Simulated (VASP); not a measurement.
**ZnS: relaxation of cell and atoms with LDA**

Crystal: ZnS.

```xyz
2
Lattice="0.0000 2.7020 2.7020 2.7020 0.0000 2.7020 2.7020 2.7020 0.0000" Properties=species:S:1:pos:R:3 pbc="T T T"
Zn    1.3510    1.3510    1.3510
S     0.0000    0.0000    0.0000
```

| Item | Value |
| --- | --- |
| Program | VASP 6.6.1 |
| Task | relaxation of cell and atoms |
| Functional | LDA |
| Potentials or basis | VASP PAW LDA potentials, release 64 (Zn, S) |
| Cutoff | 600 eV |
| k mesh | 10 × 10 × 10 |
| Occupations | gaussian, width 0.03 eV |
| Spin | no spin polarisation |
| Further INCAR settings | ALGO = Normal; EDIFF = 1e-06; IBRION = 2; EDIFFG = -0.01; NSW = 90; ISIF = 3 |

| Item | Value |
| --- | --- |
| Relaxed volume | 18.63 Å³/atom |
| Relaxed cell | a = 3.749 Å, b = 3.749 Å, c = 3.749 Å, α = 60.00°, β = 60.00°, γ = 60.00° |
| Space group after relaxing (to 0.05 Å) | F-43m (No. 216) |
| Energy gained by relaxing | 15.7 meV/atom |
| Ionic steps | 5 |
| Pressure after relaxing | 0.0 GPa |
| Band gap on the k mesh | 2.15 eV, direct |

The path:
| step | energy change (eV) | largest force (eV/Å) | pressure (GPa) | volume (Å³) |
| --- | --- | --- | --- | --- |
| 1 | 0.0000 | 0.0000 | -4.27 | 39.45 |
| 2 | -0.0275 | 0.0000 | 1.78 | 36.53 |
| 3 | -0.0314 | 0.0000 | -0.13 | 37.24 |
| 4 | -0.0314 | 0.0000 | 0.12 | 37.19 |
| 5 | -0.0314 | 0.0000 | 0.01 | 37.26 |

Final structure:
```xyz
2
Lattice="0.0000 2.6511 2.6511 2.6511 0.0000 2.6511 2.6511 2.6511 0.0000" Properties=species:S:1:pos:R:3 pbc="T T T"
Zn    1.3255    1.3255    1.3255
S     0.0000    0.0000    0.0000
```

Levels at points of the mesh, in eV from the valence-band top:
| k point | band 5 | band 6 | band 7 | band 8 | band 9 | band 10 | band 11 | band 12 | band 13 |
| --- | --- | --- | --- | --- | --- | --- | --- | --- | --- |
| (0.00, 0.00, 0.00) | -6.19 | -6.19 | 0.00 | 0.00 | 0.00 | 2.15 | 6.21 | 6.21 | 6.21 |
| (0.50, 0.00, 0.00) | -6.16 | -5.97 | -5.76 | -0.96 | -0.96 | 3.23 | 6.76 | 6.76 | 8.84 |
| (0.50, 0.50, 0.00) | -6.11 | -5.95 | -4.90 | -2.46 | -2.46 | 3.06 | 3.89 | 11.14 | 12.18 |

Run time: 46 s on 1 thread of Intel(R) Xeon(R) 6975P-C (Granite Rapids), on a shared host, peak memory 0.17 GiB.

A hybrid or GW would open this gap; LDA tends to underestimate it. LDA usually gives volumes a few per cent too small.
